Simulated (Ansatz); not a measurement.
# Ta (Im-3m) in Ansatz: further runs

The runs below take Ta through relaxation of cell and atoms, with revPBE+D3(BJ), revPBE+D4, BLYP+D3(BJ).

Program: Ansatz 0.2.0. These are calculated values, not measurements. Logs are shortened: lines on timing, memory, paths and dates and some standing lists are left out, and cuts for length are marked.

## Step 1: Starting point

Symmetry: Im-3m, No. 229, cubic system. The conventional cell has a = 3.303 Å, b = 3.303 Å, c = 3.303 Å, α = 90.00°, β = 90.00°, γ = 90.00°. Ta (site symmetry m-3m) has 8 Ta at 2.86 Å as nearest neighbours.

## Step 2: Relaxation of cell and atoms, revPBE+D3(BJ)

Contents of input.yaml:

```yaml
crystal:
  lattice:
    - [-1.65128, 1.65128, 1.65128]
    - [1.65128, -1.65128, 1.65128]
    - [1.65128, 1.65128, -1.65128]
  atoms:
    - { symbol: Ta, position: [0.0, 0.0, 0.0] }
hamiltonian:
  xc: revpbe
  pseudopotentials: { kind: paw }
  dispersion: d3bj
kpoints:
  mp_grid: { grid: [11, 11, 11] }
scf:
  occupations: { method: fermi_dirac, width: 0.05 }
output:
  forces: true
  stress: true
  write_density: true
  write_potential: true
  elf: true
  volumetric_format: npy
relax:
  f_tol: 0.01
  max_steps: 40
  cell: { stress_tol: 0.05 }
```

Potentials or basis: Ansatz PAW.

Run with:

```sh
ansatz run input.yaml --threads 2 --pin off --max-ram 5632MiB --backend cpu --events-out ev --progress --plain --runs-dir out
```

The log of the run:

```text
Warning: RAYON_NUM_THREADS=2 ignored (pool sized by the plan → 2); use --threads N
Engine: ansatz 0.2.0, x86_64-unknown-linux-gnu
Pseudopotentials: kind: paw
Pseudopotential: Ta, paw, valence charge 13, recommended cutoff 420 eV (normal), Ta.paw.azcp
Functional definition: revPBE
  parameter kappa = 1.245
  parameter beta = 0.06672455060314922
  exchange = pbe_x(kappa = kappa, mu = beta*pi^2/3)
  correlation = pbe_c(beta = beta)
Crystal: 1 atoms, lattice volume = 18.010 Å³
Basis set: ecut = 420 eV, 369 PW (Γ), exchange–correlation on 40×40×40 points (8 copies of the dense FFT grid, shifted against one another)
Bands: 11, of which v1, the nominal top of the filled ones, is band 7 counted from 1 (6 counted from 0)
Symmetry: 48 space group operations
Space group: Im-3m (ITA 229), of the structure as read, at distance tolerance 2.6e-5 Å
k-points: 56 of 1331
Non-local potential: Ta, projectors of the file, l = 0: 3, l = 1: 2, l = 2: 2, l = 3: 1
PAW form: soft (Blöchl's): semilocal exchange-correlation on the pseudo side does not see the compensation charge
PAW frozen core: Ta, regenerated for the run's functional, and the local potential with it (the file was generated under x = pbe(κ = 0.804, μ = 0.2195149727645171), c = pbe(β = 0.06672455060314922))
PAW one-centre angular grid: Ta, 590 points (default); XC on 64 Gauss nodes
Initial density: superposition of atomic densities (neutral atoms: chi_scale 0, normalization atom), corrected by the library's trained network
Initial wavefunctions: pseudopotential atomic-orbital guess
Functional: x = revpbe(κ = 1.245, μ = 0.2195149727645171), c = pbe(β = 0.06672455060314922)
SCF iter   1: F=—  HF=-9942.361130 eV  |F-HF|=—  |Δ(HF+E_count)|=         —  Δρ=2.48e-3  dr2=3.36e-4  ethr=1.77e-3  ⟨swp⟩=5.8  Hψ=3537  notcnv=0
preconditioner: auto → none  [metal: Δε(μ)=0.068 eV  Ē_g=8.328 eV  σ=0.050 eV  W_gap=0.32  n_scr=0 (ndim 8)  ℏωp=19.6 eV  f_vac=0.000  D(μ)=0.98/eV (n_scr^D=12)]
SCF iter   2: F=—  HF=-9942.361070 eV  |F-HF|=—  |Δ(HF+E_count)|=   6.04e-5  Δρ=1.22e-3  dr2=8.59e-5  ethr=2.59e-6  ⟨swp⟩=2.4  Hψ=1385  notcnv=0
SCF iter   3: F=—  HF=-9942.361174 eV  |F-HF|=—  |Δ(HF+E_count)|=   1.04e-4  Δρ=1.56e-4  dr2=1.00e-6  ethr=6.60e-7  ⟨swp⟩=2.0  Hψ=912  notcnv=0
iter 4 did not close the SCF: its close was put off for the readings that it lacked (scf_convergence_deferred on its scf_iter line)
SCF iter   4: F=-9942.361174 eV  HF=-9942.361174 eV  |F-HF|=3.03e-8  |Δ(HF+E_count)|=   3.45e-7  Δρ=4.50e-5  dr2=9.21e-8  ethr=7.70e-9  ⟨swp⟩=1.9  Hψ=778  notcnv=0
iter 5 did not close the SCF: its close was put off for the readings that it lacked (scf_convergence_deferred on its scf_iter line)
SCF iter   5: F=-9942.361174 eV  HF=-9942.361174 eV  |F-HF|=1.93e-10  |Δ(HF+E_count)|=   2.51e-8  Δρ=2.36e-6  dr2=3.49e-10  ethr=7.08e-10  ⟨swp⟩=2.0  Hψ=943  notcnv=0
SCF iter   6: F=-9942.361174 eV  HF=-9942.361174 eV  |F-HF|=5.46e-12  |Δ(HF+E_count)|=  8.37e-11  Δρ=6.69e-7  dr2=2.15e-11  ethr=2.69e-12  ⟨swp⟩=4.4  Hψ=2666  notcnv=0
SCF 1 converged in 6 iterations: F = -9942.361174 eV  dr2 = 2.15e-11
relax step   1: F+E_penalty+E_count = -9942.36117403 eV  Δ(F+E_penalty+E_count) = +0.000e0 eV  max|allowed force component| = 0.000e0 eV/Å  Δτ_max = 0.0000 Å  P = -5.704 GPa  Ω = 18.010 Å³  (6 SCF iters, dr2 threshold 1.00e-7 eV, accepted)
Crystal: 1 atoms, lattice volume = 16.057 Å³
Basis set: ecut = 420 eV, 321 PW (Γ), exchange–correlation on 40×40×40 points (8 copies of the dense FFT grid, shifted against one another)
Initial density: handed on by an earlier stage of this run
Initial wavefunctions: those handed on with the density
iter 1 solved again at ethr=6.59e-6 eV; its pass at ethr=3.10e-3 eV (dr2=8.56e-4 eV) is discarded
SCF iter   1: F=—  HF=-9942.276602 eV  |F-HF|=—  |Δ(HF+E_count)|=         —  Δρ=2.97e-3  dr2=7.69e-4  ethr=6.59e-6  ⟨swp⟩=2.1  Hψ=4894  notcnv=0
preconditioner: auto → none  [metal: Δε(μ)=0.054 eV  Ē_g=9.313 eV  σ=0.050 eV  W_gap=0.25  n_scr=0 (ndim 8)  ℏωp=20.7 eV  f_vac=0.000  D(μ)=0.77/eV (n_scr^D=12)]
SCF iter   2: F=—  HF=-9942.277260 eV  |F-HF|=—  |Δ(HF+E_count)|=   6.58e-4  Δρ=1.22e-3  dr2=6.69e-5  ethr=5.92e-6  ⟨swp⟩=2.5  Hψ=882  notcnv=0
SCF iter   3: F=—  HF=-9942.277565 eV  |F-HF|=—  |Δ(HF+E_count)|=   3.05e-4  Δρ=2.26e-4  dr2=2.10e-6  ethr=5.15e-7  ⟨swp⟩=2.0  Hψ=746  notcnv=0
SCF iter   4: F=-9942.277576 eV  HF=-9942.277576 eV  |F-HF|=6.09e-10  |Δ(HF+E_count)|=   1.05e-5  Δρ=1.01e-5  dr2=1.17e-8  ethr=7.69e-10  ⟨swp⟩=6.6  Hψ=3450  notcnv=0
SCF 2 converged in 4 iterations: F = -9942.277576 eV  dr2 = 1.17e-8
relax step   2: F+E_penalty+E_count = -9942.27757585 eV  Δ(F+E_penalty+E_count) = +8.360e-2 eV  max|allowed force component| = 0.000e0 eV/Å  Δτ_max = 0.0000 Å  P = +22.324 GPa  Ω = 16.057 Å³  energy of the carried Pulay correction = +7.929e-4 eV  (4 SCF iters, dr2 threshold 1.00e-7 eV, rejected (line search))
Crystal: 1 atoms, lattice volume = 17.575 Å³
iter 1 solved again at ethr=5.70e-6 eV; its pass at ethr=3.10e-3 eV (dr2=7.41e-4 eV) is discarded
SCF iter   1: F=—  HF=-9942.369735 eV  |F-HF|=—  |Δ(HF+E_count)|=         —  Δρ=2.32e-3  dr2=5.46e-4  ethr=5.70e-6  ⟨swp⟩=2.5  Hψ=4937  notcnv=0
preconditioner: auto → none  [insulator: Δε(μ)=0.133 eV  Ē_g=8.545 eV  σ=0.050 eV  W_gap=0.58  n_scr=0 (ndim 8)  ℏωp=19.8 eV  f_vac=0.000  D(μ)=0.78/eV (n_scr^D=12)  ε∞_Penn≈6.4]
SCF iter   2: F=—  HF=-9942.370174 eV  |F-HF|=—  |Δ(HF+E_count)|=   4.39e-4  Δρ=9.53e-4  dr2=4.57e-5  ethr=4.20e-6  ⟨swp⟩=2.6  Hψ=898  notcnv=0
SCF iter   3: F=—  HF=-9942.370378 eV  |F-HF|=—  |Δ(HF+E_count)|=   2.04e-4  Δρ=1.96e-4  dr2=1.85e-6  ethr=3.52e-7  ⟨swp⟩=2.0  Hψ=755  notcnv=0
SCF iter   4: F=—  HF=-9942.370388 eV  |F-HF|=—  |Δ(HF+E_count)|=   1.03e-5  Δρ=9.19e-6  dr2=1.10e-8  ethr=1.42e-8  ⟨swp⟩=2.8  Hψ=965  notcnv=0
SCF iter   5: F=—  HF=-9942.370388 eV  |F-HF|=—  |Δ(HF+E_count)|=   1.42e-9  Δρ=1.60e-6  dr2=2.20e-10  ethr=8.47e-11  ⟨swp⟩=2.0  Hψ=896  notcnv=0
SCF iter   6: F=-9942.370388 eV  HF=-9942.370388 eV  |F-HF|=1.82e-12  |Δ(HF+E_count)|=  4.91e-11  Δρ=1.85e-7  dr2=3.45e-12  ethr=1.00e-12  ⟨swp⟩=5.9  Hψ=2356  notcnv=0
SCF 3 converged in 6 iterations: F = -9942.370388 eV  dr2 = 3.45e-12
relax step   3: F+E_penalty+E_count = -9942.37038782 eV  Δ(F+E_penalty+E_count) = -9.214e-3 eV  max|allowed force component| = 0.000e0 eV/Å  Δτ_max = 0.0000 Å  P = -0.848 GPa  Ω = 17.575 Å³  energy of the carried Pulay correction = +1.690e-4 eV  (6 SCF iters, accepted)
Crystal: 1 atoms, lattice volume = 17.502 Å³
iter 1 solved again at ethr=2.82e-8 eV; its pass at ethr=3.10e-3 eV (dr2=3.67e-6 eV) is discarded
SCF iter   1: F=—  HF=-9942.370598 eV  |F-HF|=—  |Δ(HF+E_count)|=         —  Δρ=1.09e-4  dr2=1.26e-6  ethr=2.82e-8  ⟨swp⟩=2.9  Hψ=4343  notcnv=0
preconditioner: auto → none  [insulator: Δε(μ)=0.155 eV  Ē_g=8.573 eV  σ=0.050 eV  W_gap=0.64  n_scr=0 (ndim 8)  ℏωp=19.8 eV  f_vac=0.000  D(μ)=0.73/eV (n_scr^D=12)  ε∞_Penn≈6.4]
SCF iter   2: F=—  HF=-9942.370602 eV  |F-HF|=—  |Δ(HF+E_count)|=   4.27e-6  Δρ=4.42e-5  dr2=1.03e-7  ethr=9.68e-9  ⟨swp⟩=2.4  Hψ=851  notcnv=0
SCF iter   3: F=-9942.370603 eV  HF=-9942.370603 eV  |F-HF|=1.59e-8  |Δ(HF+E_count)|=   3.56e-7  Δρ=8.94e-6  dr2=3.18e-9  ethr=7.69e-10  ⟨swp⟩=7.7  Hψ=2847  notcnv=0
SCF 4 converged in 3 iterations: F = -9942.370603 eV  dr2 = 3.18e-9
relax step   4: F+E_penalty+E_count = -9942.37060273 eV  Δ(F+E_penalty+E_count) = -2.149e-4 eV  max|allowed force component| = 0.000e0 eV/Å  Δτ_max = 0.0000 Å  P = +0.045 GPa  Ω = 17.502 Å³  energy of the carried Pulay correction = +1.981e-4 eV  (3 SCF iters, dr2 threshold 1.00e-7 eV, accepted)
Initial wavefunctions: pseudopotential atomic-orbital guess (no wavefunctions were taken with the density)
iter 1 solved again at ethr=3.75e-8 eV; its pass at ethr=3.10e-3 eV (dr2=4.87e-6 eV) is discarded
SCF iter   1: F=—  HF=-9942.370421 eV  |F-HF|=—  |Δ(HF+E_count)|=         —  Δρ=4.82e-5  dr2=4.75e-8  ethr=3.75e-8  ⟨swp⟩=3.1  Hψ=5265  notcnv=0
preconditioner: auto → none  [insulator: Δε(μ)=0.154 eV  Ē_g=8.573 eV  σ=0.050 eV  W_gap=0.64  n_scr=0 (ndim 8)  ℏωp=19.8 eV  f_vac=0.000  D(μ)=0.73/eV (n_scr^D=12)  ε∞_Penn≈6.4]
SCF iter   2: F=—  HF=-9942.370425 eV  |F-HF|=—  |Δ(HF+E_count)|=   4.35e-6  Δρ=2.36e-5  dr2=1.03e-8  ethr=3.66e-10  ⟨swp⟩=2.3  Hψ=901  notcnv=0
SCF iter   3: F=—  HF=-9942.370425 eV  |F-HF|=—  |Δ(HF+E_count)|=   2.24e-8  Δρ=1.36e-6  dr2=7.96e-11  ethr=7.89e-11  ⟨swp⟩=2.0  Hψ=918  notcnv=0
SCF iter   4: F=-9942.370425 eV  HF=-9942.370425 eV  |F-HF|=5.46e-12  |Δ(HF+E_count)|=  1.11e-10  Δρ=2.02e-7  dr2=5.52e-12  ethr=1.00e-12  ⟨swp⟩=6.4  Hψ=2755  notcnv=0
SCF 5 converged in 4 iterations: F = -9942.370425 eV  dr2 = 5.52e-12
relax step   5: F+E_penalty+E_count = -9942.37042538 eV  Δ(F+E_penalty+E_count) = +1.773e-4 eV  max|allowed force component| = 0.000e0 eV/Å  Δτ_max = 0.0000 Å  P = +0.032 GPa  Ω = 17.502 Å³  stress off target by 3.18e-2 GPa  SCF on the basis re-selected at this cell (its energy is not comparable with the rows above)  (4 SCF iters)
basis re-selected at this cell: Δ(F+E_penalty+E_count) = +1.773e-4 eV, ΔP = -0.013 GPa vs the last step (what re-selecting the basis moved, of the pressure what is left beyond the Pulay correction that the steps carried, after the strain that the cell walked since its last selection, with what the two solves' SCF thresholds leave and, on support functions, any second-order correction that the steps lacked; it is no measure of the basis error at this ecutwfc). This SCF's stress stands 3.18e-2 GPa from its target on what of the cell is left free (relax.cell.stress_tol is 5.00e-2 GPa) and its largest allowed force component is 0.00e0 eV/Å (relax.f_tol is 1.00e-2 eV/Å): within both
SCF converged after 4 iterations
Free energy (F): -9942.370425 eV
Harris-Foulkes:  -9942.370425 eV  (|F-HF|=5.46e-12)
Internal energy: -9942.363356 eV  (E = F + TS)
E sigma→0 (E₀):  -9942.366891 eV
Entropy (-TS):   -0.007069 eV (-7.069 meV/atom)
Fermi energy:    19.323037 eV
--- Per-component energies (eV) ---
  E_band       = -94.294627
  E_kinetic    = 367.383620
  E_local      = -530.421692  (includes V_loc(G=0)·N_el)
  E_nonlocal   = 14.646872
  E_hartree    = 185.710038
  E_xc         = -219.174638
  E_vxc        = -204.633372  (∫ρ·V_xc dr)
  E_paw        = -8405.594418  (= ΣΔE_a)
  E_vpaw       = -112.690345  (= ΣTr[D̂ρ^β])
  E_aug_tail   = 0.000153  (compensation charges beyond the density's cutoff)
  E_ewald      = -1353.682040
  E_disp       = -1.211979  (pairwise vdW)
  E_core_change = -0.019271  (= ΣΔE_core)
  E_smearing   = -0.007069  (= −TS)
  E_closure    = 0.000000  (closes the sum)
  Σ components = -9942.370425   (vs F -9942.370425, Δ=0.00e0)
--- Forces (eV/Å), atoms counted from 1 ---
  atom   1  Ta    -0.00000000     0.00000000    -0.00000000
  max |Σ_I F_I| component: 4.01e-32 eV/Å
--- Stress (GPa, compression-positive) ---
        0.031784       0.000000       0.000000
        0.000000       0.031784       0.000000
        0.000000      -0.000000       0.031784
  P = ⅓ Tr σ = 0.0318 GPa (0.318 kbar)
--- Band table (eV; the first three rows and the last of 56) ---
  k-point 0: bands = ["-47.6969", "-13.6033", "-13.6033", "-13.6033", "11.3138", "20.0694", "20.0694", "20.0694", "23.4498", "23.4498", "34.0451"]
  k-point 1: bands = ["-47.6866", "-13.7146", "-13.6375", "-13.6040", "11.6898", "19.8249", "19.9850", "20.4443", "23.0819", "23.4512", "34.3757"]
  k-point 2: bands = ["-47.6588", "-14.0047", "-13.7279", "-13.6059", "12.7030", "19.2347", "19.5885", "21.5368", "22.7205", "23.5076", "34.8658"]
  k-point 55: bands = ["-47.4724", "-14.4990", "-14.4791", "-14.4791", "15.4488", "15.4965", "25.3474", "25.3474", "26.2056", "27.5847", "29.4488"]
--- Relaxed structure (4 steps of the walk, 3 accepted, 1 SCFs on fresh bases) ---
  F+E_penalty+E_count = -9942.37042538 eV   max|allowed force component| = 0.000e0 eV/Å   (the final SCF, on the basis selected at the relaxed cell)
  cell:  # Å, volume = 17.5015 Å³
    - [-1.6355798884187278, 1.6355798884187278, 1.6355798884187278]
    - [1.6355798884187278, -1.6355798884187278, 1.6355798884187278]
    - [1.6355798884187278, 1.6355798884187278, -1.6355798884187278]
  atoms:
    - { symbol: Ta, position: [0.0, 0.0, 0.0] }
```

Wall time 1.9 s (2 threads of Intel Xeon Platinum 8488C (Sapphire Rapids), shared host); peak memory 0.35 GiB.

What came out:

| Property | Result |
| --- | --- |
| Free energy | -9942.3704 eV |
| Relaxed volume | 17.50 Å³/atom |
| Relaxed cell | a = 2.833 Å, b = 2.833 Å, c = 2.833 Å, α = 109.47°, β = 109.47°, γ = 109.47° |
| Space group after relaxing (to 0.05 Å) | Im-3m (No. 229) |
| Energy gained by relaxing | 9.3 meV/atom |
| Ionic steps | 4 |
| Pressure after relaxing | 0.0 GPa |
| Band gap on the k mesh | none (metal or under the smearing width) |

Step by step:
```
step  energy change (eV)  largest force (eV/Å)  volume (Å³)
   1              0.0000                0.0000        18.01
   2             -0.0092                0.0000        17.58
   3             -0.0094                0.0000        17.50
   4             -0.0093                0.0000        17.50
```

Final structure:
```yaml
crystal:
  lattice:
    - [-1.63558, 1.63558, 1.63558]
    - [1.63558, -1.63558, 1.63558]
    - [1.63558, 1.63558, -1.63558]
  atoms:
    - { symbol: Ta, position: [0.00000, 0.00000, 0.00000] }
```

Levels at points of the mesh, in eV from the Fermi level:
```
           k point  band 3  band 4  band 5  band 6  band 7  band 8  band 9  band 10
(0.00, 0.00, 0.00)  -32.93  -32.93   -8.01    0.75    0.75    0.75    4.13     4.13
```

Caveat: the plane-wave basis is chosen anew once the cell has moved, so the energies of steps on either side of that aren't comparable; pairwise dispersion overbinds metals, which lowers pressure and volume; the PAW data sets come from PBE, with cores solved anew for the run's functional, which leaves a small shift of forces and pressure. The run has no spin-orbit coupling, so splittings on Ta are missing.

## Step 3: Relaxation of cell and atoms, revPBE+D4

Edit input.yaml of step 2 so:

```diff
@@ -10,3 +10,3 @@
   pseudopotentials: { kind: paw }
-  dispersion: d3bj
+  dispersion: d4
 kpoints:
```

Potentials or basis: Ansatz PAW.

Run with:

```sh
ansatz run input.yaml --threads 2 --pin off --max-ram 5632MiB --backend cpu --events-out ev --progress --plain --runs-dir out
```

Run time: 1.8 s. Hardware: 2 threads of Intel Xeon Platinum 8488C (Sapphire Rapids), shared host; peak memory 0.34 GiB.

The run converged. Its results:

```
Free energy                            : -9941.6130 eV
Relaxed volume                         : 18.13 Å³/atom
Relaxed cell                           : a = 2.867 Å, b = 2.867 Å, c = 2.867 Å, α = 109.47°, β = 109.47°, γ = 109.47°
Space group after relaxing (to 0.05 Å) : Im-3m (No. 229)
Energy gained by relaxing              : 0.5 meV/atom
Ionic steps                            : 3
Pressure after relaxing                : 0.0 GPa
Band gap on the k mesh                 : none (metal or under the smearing width)
```

The path:
| step | energy change (eV) | largest force (eV/Å) | volume (Å³) |
| --- | --- | --- | --- |
| 1 | 0.0000 | 0.0000 | 18.01 |
| 2 | -0.0004 | 0.0000 | 18.13 |
| 3 | -0.0005 | 0.0000 | 18.13 |

Final structure:
```
Ta
1.0
    -1.65501    1.65501    1.65501
     1.65501   -1.65501    1.65501
     1.65501    1.65501   -1.65501
Ta
1
Direct
  0.00000 0.00000 0.00000
```

Levels at points of the mesh, in eV from the Fermi level:
```
           k point  band 3  band 4  band 5  band 6  band 7  band 8  band 9  band 10
(0.00, 0.00, 0.00)  -33.06  -33.06   -7.87    0.76    0.76    0.76    4.01     4.01
```

Caveat: the plane-wave basis is chosen anew once the cell has moved, so the energies of steps on either side of that aren't comparable; pairwise dispersion overbinds metals, which lowers pressure and volume; the PAW data sets come from PBE, with cores solved anew for the run's functional, which leaves a small shift of forces and pressure. Zero-point motion and thermal expansion aren't in these numbers.

## Step 4: Relaxation of cell and atoms, BLYP+D3(BJ)

Edit input.yaml of step 3 so:

```diff
@@ -8,5 +8,5 @@
 hamiltonian:
-  xc: revpbe
+  xc: blyp
   pseudopotentials: { kind: paw }
-  dispersion: d4
+  dispersion: d3bj
 kpoints:
```

Run with:

```sh
ansatz run input.yaml --threads 2 --pin off --max-ram 5632MiB --backend cpu --events-out ev --progress --plain --runs-dir out
```

Run time: 2.1 s. Hardware: 2 threads of Intel Xeon Platinum 8488C (Sapphire Rapids), shared host; peak memory 0.35 GiB.

The run converged. Its results:

```
Free energy                            : -9957.7425 eV
Relaxed volume                         : 17.45 Å³/atom
Relaxed cell                           : a = 2.830 Å, b = 2.830 Å, c = 2.830 Å, α = 109.47°, β = 109.47°, γ = 109.47°
Space group after relaxing (to 0.05 Å) : Im-3m (No. 229)
Energy gained by relaxing              : 11.7 meV/atom
Ionic steps                            : 5
Pressure after relaxing                : 0.0 GPa
Band gap on the k mesh                 : none (metal or under the smearing width)
```

The path:
```tsv
step	energy change (eV)	largest force (eV/Å)	volume (Å³)
1	0.0000	0.0000	18.01
2	-0.0115	0.0000	17.53
3	-0.0118	0.0000	17.45
4	-0.0118	0.0000	17.45
5	-0.0117	0.0000	17.45
```

Final structure:
```
Ta
1.0
    -1.63396    1.63396    1.63396
     1.63396   -1.63396    1.63396
     1.63396    1.63396   -1.63396
Ta
1
Direct
  0.00000 0.00000 0.00000
```

Levels at points of the mesh, in eV from the Fermi level:
```csv
k point,band 3,band 4,band 5,band 6,band 7,band 8,band 9,band 10
"(0.00, 0.00, 0.00)",-32.99,-32.99,-7.88,0.63,0.63,0.63,4.02,4.02
```

Caveat: the plane-wave basis is chosen anew once the cell has moved, so the energies of steps on either side of that aren't comparable; pairwise dispersion overbinds metals, which lowers pressure and volume; the PAW data sets come from PBE, with cores solved anew for the run's functional, which leaves a small shift of forces and pressure. The run has no spin-orbit coupling, so splittings on Ta are missing.

## Step 5: Summary

```csv
level,gap on the mesh (eV),pressure (GPa),relaxed volume (Å³/atom)
revPBE+D3(BJ),none,0.0,17.50
revPBE+D4,none,0.0,18.13
BLYP+D3(BJ),none,0.0,17.45
```

Alike in all rows: task relaxation of cell and atoms; potentials or basis Ansatz PAW; no spin polarisation; cell relaxed; k mesh 11 × 11 × 11; cutoff (eV) 420; smearing fermi-dirac 0.05 eV.

Caveats: the plane-wave basis is chosen anew once the cell has moved, so the energies of steps on either side of that aren't comparable; pairwise dispersion overbinds metals, which lowers pressure and volume; the PAW data sets come from PBE, with cores solved anew for the run's functional, which leaves a small shift of forces and pressure.

Absolute energies hang on the potentials; compare differences alone.
